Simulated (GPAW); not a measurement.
# BP: equation of state with BLYP+D3(BJ)

**Measured values to compare with.**

From “Equation of state of single-crystal cubic boron phosphide”, 2014, arxiv:1407.1677, for a bulk crystal of BP at 300 K: bulk modulus 179 ± 1 GPa.

Crystal: BP.

```
P B
1.0
     0.00000    2.26900    2.26900
     2.26900    0.00000    2.26900
     2.26900    2.26900    0.00000
P B
1 1
Direct
  0.25000 0.25000 0.25000
  0.00000 0.00000 0.00000
```

```
Program             : GPAW 26.7.0
Task                : equation of state
Functional          : BLYP
Dispersion          : D3(BJ)
Potentials or basis : PAW data sets generated in the run's folder for this functional
Cutoff              : 800 eV
Basis               : pw
k mesh              : 10 × 10 × 10
Occupations         : fermi-dirac, width 0.05 eV
Spin                : no spin polarisation
Eigensolver         : davidson
Maxiter             : 150
Eos scales          : [0.94, 0.96, 0.98, 1.0, 1.02, 1.04, 1.06]
```

```
Equilibrium volume                      : 11.46 Å³/atom
Bulk modulus                            : 167 GPa
Pressure derivative of the bulk modulus : 3.8
```

Energy against volume, from the lowest point:
| volume (Å³/atom) | energy (meV/atom) |
| --- | --- |
| 10.981 | 11.07 |
| 11.214 | 2.78 |
| 11.448 | 0.00 |
| 11.682 | 2.23 |
| 11.915 | 8.91 |
| 12.149 | 19.76 |
| 12.383 | 34.31 |

Run time: 70 s on 1 thread of Intel(R) Xeon(R) Platinum 8488C (Sapphire Rapids) (shared host), peak memory 0.24 GiB.

A measured bulk modulus of BP is 179 GPa (300 K; “Equation of state of single-crystal cubic boron phosphide”, 2014, arxiv:1407.1677); the calculated 167 GPa misses it by -6.8 %. 3 values of this kind are on record (173 to 179 GPa); this one was drawn at random among those near their median, those with a stated uncertainty first. The fit is for a static lattice scaled at fixed shape and fixed fractional positions.
